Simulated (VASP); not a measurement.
# SnO2 (Cassiterite) (P4_2/mnm) in VASP: settings compared

Aim: see how the results for SnO2 (Cassiterite) move with the level of theory and the settings. Levels: PBEsol, RPBE, PBE. Tasks: relaxation of cell and atoms.

Everything below comes from runs of VASP 6.6.1. Logs are shortened: lines on timing, memory, paths and dates and some standing lists are left out, and cuts for length are marked.

### 1 The crystal as given

It takes space group P4_2/mnm (No. 136, tetragonal). The conventional cell has a = 4.738 Å, b = 4.738 Å, c = 3.187 Å, α = 90.00°, β = 90.00°, γ = 90.00°. Sn (site symmetry mmm) has 6 O at 2.05 to 2.06 Å as nearest neighbours. O (site symmetry m2m) has 3 Sn at 2.05 to 2.06 Å as nearest neighbours.

### 2 Relaxation of cell and atoms, PBEsol

INCAR reads:

```
ALGO = Normal ; EDIFF = 1E-6
EDIFFG = -0.01 ; ENCUT = 600
GGA = PS ; IBRION = 2
ISIF = 3 ; ISMEAR = 0
KPAR = 4 ; LASPH = True
LCHARG = False ; LREAL = False
LWAVE = False ; NELM = 80
NSW = 90 ; PREC = Accurate
SIGMA = 0.03
```

KPOINTS reads:

```
k-points
0
Gamma
  6 6 8
```

POSCAR reads:

```
SnO2
1.0
    4.7380000000      0.0000000000      0.0000000000
    0.0000000000      4.7380000000      0.0000000000
    0.0000000000      0.0000000000      3.1865000000
Sn O
2 4
Direct
    0.0000000000      0.0000000000      0.0000000000
    0.5000000000      0.5000000000      0.5000000000
    0.3071000000      0.3071000000      0.0000000000
    0.1929000000      0.8071000000      0.5000000000
    0.6929000000      0.6929000000      0.0000000000
    0.8071000000      0.1929000000      0.5000000000
```

Potentials or basis: VASP PAW PBE potentials, release 64 (Sn_d, O).

The run is started by

```bash
cat potpaw_PBE.64/Sn_d/POTCAR potpaw_PBE.64/O/POTCAR > POTCAR
mpirun -np 4 vasp_std > vasp.out
```

OUTCAR:

```text
EDIFF = 1E-6
   EDIFFG = -0.01
   ENCUT = 600
   GGA = PS
   IBRION = 2
   ISIF = 3
   ISMEAR = 0
   LASPH = True
   LREAL = False
   NELM = 80
   NSW = 90
   PREC = Accurate

 ion  position               nearest neighbor table
   1  0.000  0.000  0.000-   4 2.05   6 2.05   4 2.05   6 2.05   5 2.06   3 2.06   2 3.71   2 3.71
                             2 3.71   2 3.71   2 3.71   2 3.71   2 3.71   2 3.71
   2  0.500  0.500  0.500-   3 2.05   5 2.05   3 2.05   5 2.05   4 2.06   6 2.06   1 3.71   1 3.71
                             1 3.71   1 3.71   1 3.71   1 3.71   1 3.71   1 3.71
   3  0.307  0.307  0.000-   2 2.05   2 2.05   1 2.06
   4  0.193  0.807  0.500-   1 2.05   1 2.05   2 2.06
   5  0.693  0.693  0.000-   2 2.05   2 2.05   1 2.06
   6  0.807  0.193  0.500-   1 2.05   1 2.05   2 2.06

  LATTYP: Found a simple tetragonal cell.
 ALAT       =     4.7380000000
 C/A-ratio  =     0.6725411566

  Lattice vectors:

 A1 = (   4.7380000000,   0.0000000000,   0.0000000000)
 A2 = (   0.0000000000,   4.7380000000,   0.0000000000)
 A3 = (   0.0000000000,   0.0000000000,   3.1865000000)

Analysis of symmetry for initial positions (statically):
=====================================================================
 Subroutine PRICEL returns:
 Original cell was already a primitive cell.

 Routine SETGRP: Setting up the symmetry group for a
 simple tetragonal supercell.

 Subroutine GETGRP returns: Found 16 space group operations
 (whereof  8 operations were pure point group operations)
 out of a pool of 16 trial point group operations.

The static configuration has the point symmetry D_2h.
 The point group associated with its full space group is D_4h.

Analysis of symmetry for dynamics (positions and initial velocities):
=====================================================================
 Subroutine PRICEL returns:
 Original cell was already a primitive cell.

 Routine SETGRP: Setting up the symmetry group for a
 simple tetragonal supercell.

 Subroutine GETGRP returns: Found 16 space group operations
 (whereof  8 operations were pure point group operations)
 out of a pool of 16 trial point group operations.

The dynamic configuration has the point symmetry D_2h.
 The point group associated with its full space group is D_4h.

 Subroutine INISYM returns: Found 16 space group operations
 (whereof  8 operations are pure point group operations),
 and found     1 'primitive' translations

----------------------------------------------------------------------------------------

                                     Primitive cell

  volume of cell :      71.5326

  direct lattice vectors                    reciprocal lattice vectors
     4.738000000  0.000000000  0.000000000     0.211059519  0.000000000  0.000000000
     0.000000000  4.738000000  0.000000000     0.000000000  0.211059519  0.000000000
     0.000000000  0.000000000  3.186500000     0.000000000  0.000000000  0.313823945

  length of vectors
     4.738000000  4.738000000  3.186500000     0.211059519  0.211059519  0.313823945

  position of ions in fractional coordinates (direct lattice)
     0.000000000  0.000000000  0.000000000
     0.500000000  0.500000000  0.500000000
     0.307100000  0.307100000  0.000000000
     0.192900000  0.807100000  0.500000000
     0.692900000  0.692900000  0.000000000
     0.807100000  0.192900000  0.500000000

  ion indices of the primitive-cell ions
   primitive index   ion index
                 1           1
                 2           2
                 3           3
                 4           4
                 5           5
                 6           6

----------------------------------------------------------------------------------------

 KPOINTS: k-points

Automatic generation of k-mesh.
 Grid dimensions read from file:
 generate k-points for:    6    6    8

 Generating k-lattice:

  Cartesian coordinates                     Fractional coordinates (reciprocal lattice)
     0.035176586  0.000000000  0.000000000     0.166666667  0.000000000  0.000000000
     0.000000000  0.035176586  0.000000000     0.000000000  0.166666667  0.000000000
     0.000000000  0.000000000  0.039227993     0.000000000  0.000000000  0.125000000

  Length of vectors
     0.035176586  0.035176586  0.039227993

  Shift w.r.t. Gamma in fractional coordinates (k-lattice)
     0.000000000  0.000000000  0.000000000

 Subroutine IBZKPT returns following result:
 ===========================================

 Found     50 irreducible k-points:

 Following reciprocal coordinates:
            Coordinates               Weight
  0.000000  0.000000  0.000000      1.000000
  0.166667  0.000000  0.000000      4.000000
  0.333333  0.000000  0.000000      4.000000
  0.500000  0.000000  0.000000      2.000000
  0.166667  0.166667  0.000000      4.000000
  0.333333  0.166667  0.000000      8.000000
[... 16 lines left out ...]
  0.333333  0.000000  0.250000      8.000000
  0.500000  0.000000  0.250000      4.000000
 [... further k-points ...]
   k-points           NKPTS =     50   k-points in BZ     NKDIM =     50   number of bands    NBANDS=     31
   number of dos      NEDOS =    301   number of ions     NIONS =      6
   total plane-waves  NPLWV =  44800
   dimension x,y,z NGX =    40 NGY =   40 NGZ =   28
   dimension x,y,z NGXF=    80 NGYF=   80 NGZF=   56
   ions per type =               2   4
   NGX,Y,Z   is equivalent  to a cutoff of  14.04, 14.04, 14.61 a.u.
   NGXF,Y,Z  is equivalent  to a cutoff of  28.07, 28.07, 29.22 a.u.
 SYSTEM =  unknown system
   PREC   = accura    normal or accurate (medium, high low for compatibility)
   ISTART =      0    job   : 0-new  1-cont  2-samecut
   ICHARG =      2    charge: 1-file 2-atom 10-const
   ISPIN  =      1    spin polarized calculation?
   LNONCOLLINEAR =      F non collinear calculations
   LSORBIT =      F    spin-orbit coupling
   LASPH  =      T    aspherical Exc in radial PAW
   ENCUT  =  600.0 eV  44.10 Ry    6.64 a.u.   9.46  9.46  6.36*2*pi/ulx,y,z
   NELM   =     80;   NELMIN=  2; NELMDL= -5     # of ELM steps
   EDIFF  = 0.1E-05   stopping-criterion for ELM
   LREAL  =      F    real-space projection
   EDIFFG = -.1E-01   stopping-criterion for IOM
   NSW    =     90    number of steps for IOM
   IBRION =      2    ionic relax: 0-MD 1-quasi-New 2-CG
   NFREE  =      1    steps in history (QN), initial steepest desc. (CG)
   ISIF   =      3    stress and relaxation
   ISYM   =      2    0-nonsym 1-usesym 2-fastsym
   POTIM  = 0.5000    time-step for ionic-motion
   TEBEG  =    0.0;   TEEND  =   0.0 temperature during run
   PSTRESS=    0.0 pullay stress
   NELECT =      52.0000    total number of electrons
   NUPDOWN=      -1.0000    fix difference up-down
   EMIN   =  10.00;   EMAX   =-10.00  energy-range for DOS
   EFERMI =   0.00;   METHOD = LEGACY
   ISMEAR =     0;   SIGMA  =   0.03  broadening in eV -4-tet -1-fermi 0-gaus
   EFERMI_NEDOS =   21; number of points for ismear=-14 and -15
   IALGO  =     38    algorithm
   IMIX   =      4    mixing-type and parameters
     AMIX     =   0.40;   BMIX     =  1.00
     AMIX_MAG =   1.60;   BMIX_MAG =  1.00
  volume/ion in A,a.u.               =      11.92        80.45
  Fermi-wavevector in a.u.,A,eV,Ry     =   1.472000  2.781677 29.480903  2.166785
  Thomas-Fermi vector in A             =   2.587068
   LORBIT       =      0    0 simple, 1 ext, 2 COOP (PROOUT), +10 PAW based schemes
   GGA     = PS    functional components
   LHFCALC =     F    Hartree Fock is set to
   AEXX    =    0.0000 exact exchange contribution
   IVDW    =     0    specifies the selected vdW correction
   LEPSILON=     F    determine dielectric tensor
   LRPA    =     F    only Hartree local field effects (RPA)
 conjugate gradient relaxation of ions
 non-spin polarized calculation
 Gauss-broadening in eV      SIGMA  =   0.03
  energy-cutoff  :      600.00
  volume of cell :       71.53
 maximum number of plane-waves:      2409
 NGX is ok and might be reduce to    40
   NGX = 19   NGY = 19   NGZ = 13

--------------------------------------- Ionic step        1  -------------------------------------------

 number of electron      52.0000000 magnetization

 Free energy of the ion-electron system (eV)
  ---------------------------------------------------
  ext. energy  EPLUGINS =         0.00000000
  ---------------------------------------------------
  free energy    TOTEN  =       -39.64548099 eV

  energy without entropy =      -39.64548099  energy(sigma->0) =      -39.64548099

------------------------ aborting loop because EDIFF is reached ----------------------------------------

  FORCE on cell =-STRESS in cart. coord.  units (eV):
  Direction    XX          YY          ZZ          XY          YZ          ZX
  --------------------------------------------------------------------------------------
  -------------------------------------------------------------------------------------
  Total        2.0014030      2.0014030      3.0109737     -0.0000000      0.0000000      0.0000000
  in kB       44.8271462     44.8271462     67.4393696     -0.0000000      0.0000000      0.0000000
  external PRESSURE =      52.3645540 kB  Pullay stress =       0.0000000 kB
[... 145 lines left out ...]
  energy  without entropy=      -39.6756499714  energy(sigma->0) =      -39.67564997

--------------------------------------- Ionic step        5  -------------------------------------------

 number of electron      52.0000006 magnetization

 Free energy of the ion-electron system (eV)
  ---------------------------------------------------
  ext. energy  EPLUGINS =         0.00000000
  ---------------------------------------------------
  free energy    TOTEN  =       -39.67572281 eV

  energy without entropy =      -39.67572281  energy(sigma->0) =      -39.67572281

 E-fermi :   5.9323     XC(G=0): -11.4148

 val. band max:        5.7507065630   @ k =   0.0000   0.0000   0.0000
 cond. band min:       6.6382341605   @ k =   0.0000   0.0000   0.0000
 fundamental gap:      0.8875275976
 Fermi energy:         5.9323341433

 k-point     1 :       0.0000    0.0000    0.0000
  band No.  band energies     occupation
      1     -15.2475      2.00000
      2     -14.5010      2.00000
      3     -14.2631      2.00000
      4     -14.2379      2.00000
      5     -14.2379      2.00000
      6     -14.1705      2.00000
[... 805 lines left out ...]
     30      14.1899      0.00000
     31      14.9230      0.00000

 [... further k-points ...]
[... 5 lines left out ...]
  --------------------------------------------------------------------------------------
  -------------------------------------------------------------------------------------
  Total        0.0296224      0.0296224      0.0043473     -0.0000000      0.0000000      0.0000000
  in kB        0.6483001      0.6483001      0.0951435     -0.0000000      0.0000000      0.0000000
  external PRESSURE =       0.4639145 kB  Pullay stress =       0.0000000 kB
[... 21 lines left out ...]
  FREE ENERGIE OF THE ION-ELECTRON SYSTEM (eV)
  ---------------------------------------------------
  free  energy   TOTEN  =       -39.6757228105 eV

  energy  without entropy=      -39.6757228105  energy(sigma->0) =      -39.67572281

 reached required accuracy - stopping structural energy minimisation
```

Wall time 1.8 min (4 MPI ranks of Intel Xeon Platinum 8488C (Sapphire Rapids), shared host); peak memory 0.27 GiB.

Results:

```yaml
Free_energy: -39.6757 eV
Relaxed_volume: 12.20 Å³/atom
Relaxed_cell: a = 4.771 Å, b = 4.771 Å, c = 3.217 Å, α = 90.00°, β = 90.00°, γ = 90.00°
Space_group_after_relaxing_to_0.05_Å: P4_2/mnm (No. 136)
Energy_gained_by_relaxing: 5.0 meV/atom
Ionic_steps: 5
Pressure_after_relaxing: 0.0 GPa
Largest_force_after_relaxing: 0.008 eV/Å
Band_gap_on_the_k_mesh: 0.89 eV, direct
```

Forces in eV/Å, atoms in the order of the input:
```
Sn   0.000  0.000  0.000
Sn   0.000  0.000  0.000
O   -0.006 -0.006  0.000
O    0.006 -0.006  0.000
O    0.006  0.006  0.000
O   -0.006  0.006  0.000
```

The path:
```csv
step,energy change (eV),largest force (eV/Å),pressure (GPa),volume (Å³)
1,0.0000,0.2277,5.24,71.53
2,0.0238,0.2179,-6.26,75.64
3,-0.0302,0.0171,-0.05,73.24
4,-0.0302,0.0212,0.10,73.21
5,-0.0302,0.0080,0.05,73.21
```

Final structure:
```
CELL_PARAMETERS angstrom
4.77064 0.00000 0.00000
0.00000 4.77064 0.00000
0.00000 0.00000 3.21664
ATOMIC_POSITIONS crystal
Sn 0.00000 0.00000 0.00000
Sn 0.50000 0.50000 0.50000
O 0.30630 0.30630 0.00000
O 0.19370 0.80630 0.50000
O 0.69370 0.69370 0.00000
O 0.80630 0.19370 0.50000
```

Levels at points of the mesh, in eV from the valence-band top:
| k point | band 22 | band 23 | band 24 | band 25 | band 26 | band 27 | band 28 | band 29 | band 30 | band 31 |
| --- | --- | --- | --- | --- | --- | --- | --- | --- | --- | --- |
| (0.00, 0.00, 0.00) | -1.27 | -1.27 | -0.78 | -0.78 | 0.00 | 0.89 | 5.82 | 6.02 | 6.02 | 10.15 |
| (0.50, 0.00, 0.00) | -1.98 | -1.23 | -1.23 | -0.63 | -0.63 | 4.11 | 4.11 | 6.78 | 6.78 | 10.62 |
| (0.50, 0.50, 0.00) | -1.98 | -1.35 | -1.35 | -0.89 | -0.89 | 4.50 | 4.50 | 7.21 | 7.21 | 10.67 |
| (0.00, 0.00, 0.50) | -2.65 | -1.64 | -1.64 | -1.24 | -1.24 | 5.84 | 5.84 | 9.42 | 9.42 | 10.33 |
| (0.50, 0.00, 0.50) | -1.74 | -1.08 | -1.08 | -0.73 | -0.73 | 6.12 | 6.12 | 7.72 | 7.72 | 10.66 |
| (0.50, 0.50, 0.50) | -2.44 | -0.96 | -0.96 | -0.82 | -0.82 | 4.53 | 4.53 | 8.60 | 8.60 | 10.66 |

Caveat: the PAW data sets were made with another functional, which shifts forces and pressure a little; spin-orbit coupling is left out, which moves the levels of the heavy elements. Zero-point motion and thermal expansion aren't in these numbers.

[end of part 1 of 3]
